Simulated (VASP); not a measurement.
# TaN (P6_3/mmc) in VASP: notebook

Aim: see how the results for TaN move with the level of theory and the settings. Levels: PW91, AM05, PBEsol+D4. Tasks: relaxation of cell and atoms.

Everything below comes from runs of VASP 6.6.1. Logs are shortened: lines on timing, memory, paths and dates and some standing lists are left out, and cuts for length are marked.

## (1) The structure

Symmetry: P6_3/mmc, No. 194, hexagonal system. Conventional cell: a = 2.922 Å, b = 2.922 Å, c = 5.917 Å, α = 90.00°, β = 90.00°, γ = 120.00°. Around Ta (site symmetry -3m) lie 6 N at 2.24 Å. Around N (site symmetry -6m2) lie 6 Ta at 2.24 Å.

The cell comes from a database or a generator and needn't be the stable form of this composition.

## (2) Relaxation of cell and atoms, PW91

Contents of INCAR:

```
PREC = Accurate ; ENCUT = 600
EDIFF = 1E-6 ; ISMEAR = -1
SIGMA = 0.05 ; LREAL = False
LASPH = True ; NELM = 80
ALGO = Normal ; ISIF = 3
LWAVE = False ; LCHARG = False
GGA = 91 ; IBRION = 2
NSW = 60 ; EDIFFG = -0.02
```

Contents of KPOINTS:

```
Automatic mesh
0
Gamma
  10 10 5
```

Contents of POSCAR:

```
TaN
1.0
    2.9217699809      0.0000000000      0.0000000000
   -1.4608849905      2.5303270275      0.0000000000
    0.0000000000      0.0000000000      5.9165150000
Ta N
2 2
Direct
    0.0000000000      0.0000000000      0.5000000000
    0.0000000000      0.0000000000      0.0000000000
    0.3333333333      0.6666666667      0.2500000000
    0.6666666667      0.3333333333      0.7500000000
```

Potentials or basis: VASP PAW PBE potentials, release 64 (Ta_pv, N).

The run is started by

```sh
> cat potpaw_PBE.64/Ta_pv/POTCAR potpaw_PBE.64/N/POTCAR > POTCAR
> mpirun -np 1 vasp_std > vasp.out
```

OUTCAR:

```text
PREC = Accurate
   ENCUT = 600
   EDIFF = 1E-6
   ISMEAR = -1
   LREAL = False
   LASPH = True
   NELM = 80
   ISIF = 3
   GGA = 91
   IBRION = 2
   NSW = 60
   EDIFFG = -0.02

 ion  position               nearest neighbor table
   1  0.000  0.000  0.500-   3 2.24   4 2.24   4 2.24   3 2.24   4 2.24   3 2.24   2 2.96   2 2.96

   2  0.000  0.000  0.000-   3 2.24   4 2.24   4 2.24   3 2.24   4 2.24   3 2.24   1 2.96   1 2.96

   3  0.333  0.667  0.250-   1 2.24   2 2.24   1 2.24   2 2.24   1 2.24   2 2.24
   4  0.667  0.333  0.750-   1 2.24   2 2.24   1 2.24   2 2.24   1 2.24   2 2.24

  LATTYP: Found a hexagonal cell.
 ALAT       =     2.9217699809
 C/A-ratio  =     2.0249763119

  Lattice vectors:

 A1 = (   2.9217699809,   0.0000000000,   0.0000000000)
 A2 = (  -1.4608849905,   2.5303270275,   0.0000000000)
 A3 = (   0.0000000000,   0.0000000000,   5.9165150000)

Analysis of symmetry for initial positions (statically):
=====================================================================
 Subroutine PRICEL returns:
 Original cell was already a primitive cell.

 Routine SETGRP: Setting up the symmetry group for a
 hexagonal supercell.

 Subroutine GETGRP returns: Found 24 space group operations
 (whereof 12 operations were pure point group operations)
 out of a pool of 24 trial point group operations.

The static configuration has the point symmetry D_3d.
 The point group associated with its full space group is D_6h.

Analysis of symmetry for dynamics (positions and initial velocities):
=====================================================================
 Subroutine PRICEL returns:
 Original cell was already a primitive cell.

 Routine SETGRP: Setting up the symmetry group for a
 hexagonal supercell.

 Subroutine GETGRP returns: Found 24 space group operations
 (whereof 12 operations were pure point group operations)
 out of a pool of 24 trial point group operations.

The dynamic configuration has the point symmetry D_3d.
 The point group associated with its full space group is D_6h.

 Subroutine INISYM returns: Found 24 space group operations
 (whereof 12 operations are pure point group operations),
 and found     1 'primitive' translations

----------------------------------------------------------------------------------------

                                     Primitive cell

  volume of cell :      43.7410

  direct lattice vectors                    reciprocal lattice vectors
     2.921769981  0.000000000  0.000000000     0.342258291  0.197602916  0.000000000
    -1.460884991  2.530327027  0.000000000     0.000000000  0.395205833  0.000000000
     0.000000000  0.000000000  5.916515000     0.000000000  0.000000000  0.169018417

  length of vectors
     2.921769981  2.921769981  5.916515000     0.395205833  0.395205833  0.169018417

  position of ions in fractional coordinates (direct lattice)
     0.000000000  0.000000000  0.500000000
     0.000000000  0.000000000  0.000000000
     0.333333333  0.666666667  0.250000000
     0.666666667  0.333333333  0.750000000

  ion indices of the primitive-cell ions
   primitive index   ion index
                 1           1
                 2           2
                 3           3
                 4           4

----------------------------------------------------------------------------------------

 KPOINTS: Automatic mesh

Automatic generation of k-mesh.
 Grid dimensions read from file:
 generate k-points for:   10   10    5

 Generating k-lattice:

  Cartesian coordinates                     Fractional coordinates (reciprocal lattice)
     0.034225829  0.019760292  0.000000000     0.100000000  0.000000000  0.000000000
     0.000000000  0.039520583  0.000000000     0.000000000  0.100000000  0.000000000
     0.000000000  0.000000000  0.033803683     0.000000000  0.000000000  0.200000000

  Length of vectors
     0.039520583  0.039520583  0.033803683

  Shift w.r.t. Gamma in fractional coordinates (k-lattice)
     0.000000000  0.000000000  0.000000000

 Subroutine IBZKPT returns following result:
 ===========================================

 Found     42 irreducible k-points:

 Following reciprocal coordinates:
            Coordinates               Weight
  0.000000  0.000000  0.000000      1.000000
  0.100000  0.000000  0.000000      6.000000
  0.200000  0.000000  0.000000      6.000000
  0.300000  0.000000  0.000000      6.000000
  0.400000  0.000000  0.000000      6.000000
  0.500000  0.000000  0.000000      3.000000
[... 16 lines left out ...]
  0.300000  0.100000  0.200000     24.000000
  0.400000  0.100000  0.200000     24.000000
 [... further k-points ...]
   k-points           NKPTS =     42   k-points in BZ     NKDIM =     42   number of bands    NBANDS=     20
   number of dos      NEDOS =    301   number of ions     NIONS =      4
   total plane-waves  NPLWV =  27648
   dimension x,y,z NGX =    24 NGY =   24 NGZ =   48
   dimension x,y,z NGXF=    48 NGYF=   48 NGZF=   96
   ions per type =               2   2
   NGX,Y,Z   is equivalent  to a cutoff of  13.66, 13.66, 13.49 a.u.
   NGXF,Y,Z  is equivalent  to a cutoff of  27.31, 27.31, 26.97 a.u.
 SYSTEM =  unknown system
   PREC   = accura    normal or accurate (medium, high low for compatibility)
   ISTART =      0    job   : 0-new  1-cont  2-samecut
   ICHARG =      2    charge: 1-file 2-atom 10-const
   ISPIN  =      1    spin polarized calculation?
   LNONCOLLINEAR =      F non collinear calculations
   LSORBIT =      F    spin-orbit coupling
   LASPH  =      T    aspherical Exc in radial PAW
   ENCUT  =  600.0 eV  44.10 Ry    6.64 a.u.   5.84  5.84 11.82*2*pi/ulx,y,z
   NELM   =     80;   NELMIN=  2; NELMDL= -5     # of ELM steps
   EDIFF  = 0.1E-05   stopping-criterion for ELM
   LREAL  =      F    real-space projection
   EDIFFG = -.2E-01   stopping-criterion for IOM
   NSW    =     60    number of steps for IOM
   IBRION =      2    ionic relax: 0-MD 1-quasi-New 2-CG
   NFREE  =      1    steps in history (QN), initial steepest desc. (CG)
   ISIF   =      3    stress and relaxation
   ISYM   =      2    0-nonsym 1-usesym 2-fastsym
   POTIM  = 0.5000    time-step for ionic-motion
   TEBEG  =    0.0;   TEEND  =   0.0 temperature during run
   PSTRESS=    0.0 pullay stress
   NELECT =      32.0000    total number of electrons
   NUPDOWN=      -1.0000    fix difference up-down
   EMIN   =  10.00;   EMAX   =-10.00  energy-range for DOS
   EFERMI =   0.00;   METHOD = LEGACY
   ISMEAR =    -1;   SIGMA  =   0.05  broadening in eV -4-tet -1-fermi 0-gaus
   EFERMI_NEDOS =   21; number of points for ismear=-14 and -15
   IALGO  =     38    algorithm
   IMIX   =      4    mixing-type and parameters
     AMIX     =   0.40;   BMIX     =  1.00
     AMIX_MAG =   1.60;   BMIX_MAG =  1.00
  volume/ion in A,a.u.               =      10.94        73.79
  Fermi-wavevector in a.u.,A,eV,Ry     =   1.475124  2.787581 29.606163  2.175992
  Thomas-Fermi vector in A             =   2.589812
   LORBIT       =      0    0 simple, 1 ext, 2 COOP (PROOUT), +10 PAW based schemes
   GGA     = 91    functional components
   LHFCALC =     F    Hartree Fock is set to
   AEXX    =    0.0000 exact exchange contribution
   IVDW    =     0    specifies the selected vdW correction
   LEPSILON=     F    determine dielectric tensor
   LRPA    =     F    only Hartree local field effects (RPA)
 conjugate gradient relaxation of ions
 non-spin polarized calculation
  energy-cutoff  :      600.00
  volume of cell :       43.74
 maximum number of plane-waves:      1476
 NGX is ok and might be reduce to    24
   NGX = 11   NGY = 11   NGZ = 23

--------------------------------------- Ionic step        1  -------------------------------------------

 number of electron      32.0000005 magnetization

 Free energy of the ion-electron system (eV)
  ---------------------------------------------------
  ext. energy  EPLUGINS =         0.00000000
  ---------------------------------------------------
  free energy    TOTEN  =       -44.01690560 eV

  energy without entropy =      -44.00660673  energy(sigma->0) =      -44.01175617

------------------------ aborting loop because EDIFF is reached ----------------------------------------

  FORCE on cell =-STRESS in cart. coord.  units (eV):
  Direction    XX          YY          ZZ          XY          YZ          ZX
  --------------------------------------------------------------------------------------
  -------------------------------------------------------------------------------------
  Total        0.2356473      0.2356473      0.1887576     -0.0000000      0.0000000     -0.0000000
  in kB        8.6314641      8.6314641      6.9139510     -0.0000000      0.0000000     -0.0000000
  external PRESSURE =       8.0589597 kB  Pullay stress =       0.0000000 kB
[... 61 lines left out ...]
  energy  without entropy=      -44.0054867475  energy(sigma->0) =      -44.01066979

--------------------------------------- Ionic step        3  -------------------------------------------

 number of electron      32.0000006 magnetization

 Free energy of the ion-electron system (eV)
  ---------------------------------------------------
  ext. energy  EPLUGINS =         0.00000000
  ---------------------------------------------------
  free energy    TOTEN  =       -44.01718049 eV

  energy without entropy =      -44.00685951  energy(sigma->0) =      -44.01202000

 E-fermi :   8.0618     XC(G=0): -13.2577

 val. band max:        8.0258951144   @ k =   0.1000   0.1000   0.4000
 cond. band min:       8.0671011968   @ k =   0.1000   0.0000   0.2000
 fundamental gap:      0.0412060824
 Fermi energy:         8.0618315860

 k-point     1 :       0.0000    0.0000    0.0000
  band No.  band energies     occupation
      1     -27.4085      2.00000
      2     -26.6587      2.00000
      3     -26.4083      2.00000
      4     -26.4083      2.00000
      5     -26.3472      2.00000
      6     -26.3472      2.00000
[... 12 lines left out ...]
     19       8.6056      0.00004
[... 513 lines left out ...]
      4     -26.7060      2.00000
      5     -26.6409      2.00000
      6     -26.5675      2.00000
[... 12 lines left out ...]
     19      11.9379      0.00000
     20      12.7611      0.00000

 [... further k-points ...]

------------------------ aborting loop because EDIFF is reached ----------------------------------------

  FORCE on cell =-STRESS in cart. coord.  units (eV):
  Direction    XX          YY          ZZ          XY          YZ          ZX
  --------------------------------------------------------------------------------------
  -------------------------------------------------------------------------------------
  Total        0.0181450      0.0181450     -0.0336797     -0.0000000      0.0000000      0.0000000
  in kB        0.6629665      0.6629665     -1.2305560     -0.0000000      0.0000000      0.0000000
  external PRESSURE =       0.0317923 kB  Pullay stress =       0.0000000 kB
[... 19 lines left out ...]
  FREE ENERGIE OF THE ION-ELECTRON SYSTEM (eV)
  ---------------------------------------------------
  free  energy   TOTEN  =       -44.0171804919 eV

  energy  without entropy=      -44.0068595085  energy(sigma->0) =      -44.01202000

 reached required accuracy - stopping structural energy minimisation
```

It took 53 s on 1 thread of Intel Xeon 6975P-C (Granite Rapids), shared host; peak memory 0.2 GiB.

What came out:

| Property | Result |
| --- | --- |
| Free energy | -44.0172 eV |
| Relaxed volume | 10.96 Å³/atom |
| Relaxed cell | a = 2.924 Å, b = 2.924 Å, c = 5.921 Å, α = 90.00°, β = 90.00°, γ = 120.00° |
| Space group after relaxing (to 0.05 Å) | P6_3/mmc (No. 194) |
| Energy gained by relaxing | 0.1 meV/atom |
| Ionic steps | 3 |
| Pressure after relaxing | 0.0 GPa |
| Band gap on the k mesh | none (metal or under the smearing width) |

Stress tensor (GPa, compression positive):
```
 0.07  0.00  0.00
 0.00  0.07  0.00
 0.00  0.00 -0.12
```

Step by step:
```tsv
step	energy change (eV)	largest force (eV/Å)	pressure (GPa)	volume (Å³)
1	0.0000	0.0000	0.81	43.74
2	0.0011	0.0000	-1.79	44.09
3	-0.0003	0.0000	0.00	43.85
```

Final structure:
```
Ta N
1.0
     2.92439    0.00000    0.00000
    -1.46219    2.53259    0.00000
     0.00000    0.00000    5.92076
Ta N
2 2
Direct
  0.00000 0.00000 0.50000
  0.00000 0.00000 0.00000
  0.33333 0.66667 0.25000
  0.66667 0.33333 0.75000
```

Caveat: the PAW data sets were made with another functional, which shifts forces and pressure a little. Spin-orbit coupling is left out, which matters for the levels of Ta.

(Part 1 of 2 ends here.)
